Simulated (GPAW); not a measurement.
The system is MgB2.

```
Mg B
1.0
     3.08500    0.00000    0.00000
    -1.54250    2.67169    0.00000
     0.00000    0.00000    3.52300
Mg B
1 2
Direct
  0.00000 0.00000 0.00000
  0.66667 0.33333 0.50000
  0.33333 0.66667 0.50000
```

| Property | Result |
| --- | --- |
| Program | GPAW 26.7.0 |
| Task | relaxation of cell and atoms |
| Functional | OLYP |
| Dispersion | D3(BJ) |
| Potentials or basis | PAW data sets generated in the run's folder for this functional |
| Cutoff | 800 eV |
| Basis | pw |
| k mesh | 7 × 7 × 5 |
| Occupations | fermi-dirac, width 0.05 eV |
| Spin | no spin polarisation |

At the start: pressure -15.0 GPa; volume 9.68 Å³/atom.

How do energy, volume and symmetry change on relaxing?

Over 29 steps the energy falls by 47.3 meV/atom and the volume is 8.71 Å³/atom (-10.0 %); space group P6/mmm (No. 191, to 0.05 Å).

Step by step:
| step | energy change (eV) | largest force (eV/Å) | pressure (GPa) | volume (Å³) |
| --- | --- | --- | --- | --- |
| 1 | 0.0000 | 0.0000 | -15.01 | 29.04 |
| 2 | -0.0233 | 0.0000 | -13.87 | 28.78 |
| 3 | -0.0623 | 0.0000 | -11.57 | 28.28 |
| 4 | -0.1031 | 0.0000 | -8.12 | 27.60 |
| 5 | -0.1310 | 0.0000 | -3.59 | 26.82 |
| 6 | -0.1358 | 0.0000 | 1.70 | 26.01 |
| 7 | -0.1360 | 0.0000 | 1.64 | 26.02 |
| 8 | -0.1364 | 0.0000 | 1.53 | 26.03 |
| 9 | -0.1369 | 0.0000 | 1.38 | 26.05 |
| 10 | -0.1376 | 0.0000 | 1.18 | 26.07 |
| 11 | -0.1383 | 0.0000 | 0.94 | 26.10 |
| 12 | -0.1391 | 0.0000 | 0.68 | 26.12 |
| 13 | -0.1398 | 0.0000 | 0.40 | 26.15 |
| 14 | -0.1405 | 0.0000 | 0.08 | 26.19 |
| 15 | -0.1410 | 0.0000 | -0.26 | 26.22 |
| 16 | -0.1415 | 0.0000 | -0.58 | 26.25 |
| 17 | -0.1417 | 0.0000 | -0.82 | 26.27 |
| 18 | -0.1417 | 0.0000 | -0.81 | 26.27 |
| 19 | -0.1417 | 0.0000 | -0.79 | 26.27 |
| 20 | -0.1418 | 0.0000 | -0.76 | 26.26 |
| 21 | -0.1418 | 0.0000 | -0.72 | 26.25 |
| 22 | -0.1418 | 0.0000 | -0.67 | 26.25 |
| 23 | -0.1418 | 0.0000 | -0.61 | 26.24 |
| 24 | -0.1418 | 0.0000 | -0.55 | 26.23 |
| 25 | -0.1419 | 0.0000 | -0.47 | 26.22 |
| 26 | -0.1419 | 0.0000 | -0.37 | 26.20 |
| 27 | -0.1419 | 0.0000 | -0.26 | 26.18 |
| 28 | -0.1419 | 0.0000 | -0.13 | 26.16 |
| 29 | -0.1419 | 0.0000 | 0.01 | 26.14 |

Final structure:
```yaml
crystal:
  lattice:
    - [2.99542, 0.00000, 0.00000]
    - [-1.49771, 2.59411, 0.00000]
    - [0.00000, 0.00000, 3.36435]
  atoms:
    - { symbol: Mg, position: [0.00000, 0.00000, 0.00000] }
    - { symbol: B, position: [0.66667, 0.33333, 0.50000] }
    - { symbol: B, position: [0.33333, 0.66667, 0.50000] }
```

Caveat: later steps reuse the first step's grids; pairwise dispersion overbinds metals, which lowers pressure and volume.
